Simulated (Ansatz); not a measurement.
Method: Ansatz, DFT PBE, scalar-relativistic, plane waves, PAW. All cells share a 420 eV cutoff and Γ-centred k meshes spaced at most about 0.3 Å⁻¹ (about 0.25 or finer for metals, 2π included). No spin polarisation.

Energies over the elements count from the elements' standard structures at the same level (N₂ as a molecule), with no fitted energy shifts.

These are static total energies at zero pressure. Only the structures computed here compete, so a lower one can exist.

A search for Mg₂Ge₂N gave 7 distinct relaxed structures. Coordination counts Ge or N atoms around Mg (for each partner element, those within 1.25 times its shortest distance or 1.15 times the sum of covalent radii, where it is the nearest in units of that sum or under 1.3; a plus sign parts groups by distance over the sum of covalent radii; a slash parts the counts of unlike sites). Cells relaxed within their symmetry can be saddle points.

Question: What is the best candidate for Mg₂Ge₂N?

Answer: The one with space group P-3m1 (No. 164), reached from: Ta2CS2 type (P-3m1). It has a = 3.269 Å, c = 8.865 Å, 16.4 Å³/atom, no gap on the mesh. Mg has 3 N at 2.15 Å, 3 Mg at 2.79 Å and 3 Ge at 3.12 Å; Ge is surrounded by 3 Ge at 2.63 Å, 3 Mg at 3.12 Å and 6 Ge at 3.27 Å; N is surrounded by 6 Mg at 2.15 Å. Its energy over the elements is −0.28 eV/atom. Whether it is stable depends on the other phases of the system, which aren't compared here. An observed structure of this formula, if there is one, may be missing.

```
Mg Ge N
1.0
     3.26901    0.00000    0.00000
    -1.63450    2.83104    0.00000
     0.00000    0.00000    8.86506
Mg Ge N
2 2 1
Direct
  0.66667 0.33333 0.88410
  0.33333 0.66667 0.11590
  0.33333 0.66667 0.60318
  0.66667 0.33333 0.39682
  0.00000 0.00000 0.00000
```

Question: How much higher is the I4/mmm structure with 17.7 Å³/atom and coordination Mg 8 (reached from: CaCu2Si2 type (I4/mmm))?

Answer: 0.81 eV/atom. It has no gap on its mesh. It holds Ge–Ge nets (shortest 2.40 Å).

Question: How much higher is the P-6m2 structure with 19.7 Å³/atom and coordination Mg 3+2/6 (reached from: random cell)?

Answer: 0.68 eV/atom. It has no gap on its mesh.
